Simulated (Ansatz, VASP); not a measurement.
## PtS2: VASP beside Ansatz

```
Pt S
1.0
     3.64306    0.00000    0.00000
    -1.82153    3.15498    0.00000
     0.00000    0.00000    4.76635
Pt S
1 2
Direct
  0.00000 0.00000 0.00000
  0.33333 0.66667 0.25000
  0.66667 0.33333 0.75000
```

Alike in both runs: task single point; functional PBEsol; k mesh 12 × 12 × 8; occupations gaussian, width 0.05 eV; no spin polarisation.

|  | VASP | Ansatz |
| --- | --- | --- |
| version | VASP 6.6.1 | Ansatz 0.2.0 |
| potentials or method | VASP PAW PBE potentials, release 64 (Pt, S) | scalar-relativistic, plane waves, PAW |
| plane-wave cutoff (eV) | 520 | 420 |
| valence electrons in the cell | 22 | 30 |

Ansatz gave:

| Quantity | Value |
| --- | --- |
| gap on the k mesh at the Fermi level (eV) | 0.13 |
| least direct gap on the mesh (eV) | 0.62 |
| pressure (GPa) | -5.9 |
| largest component of the traceless stress (GPa) | 2.64 |
| rms of the force components (eV/Å) | 0.169 |

**Question.** Estimate VASP's values.

**Answer.** gap on the k mesh at the Fermi level (eV): 0.13; least direct gap on the mesh (eV): 0.63; pressure (GPa): -6.1; largest component of the traceless stress (GPa): 2.76; rms of the force components (eV/Å): 0.180.

Atom by atom the forces differ by 0.010 eV/Å (rms over components). The two sets of potentials don't hold the same shells in valence.

Caveats: the PAW data sets were made with another functional, which shifts forces and pressure a little (VASP); spin-orbit coupling is left out, which moves the levels of the heavy elements; the cell's inner coordinates are idealised or old, which leaves forces on the atoms.
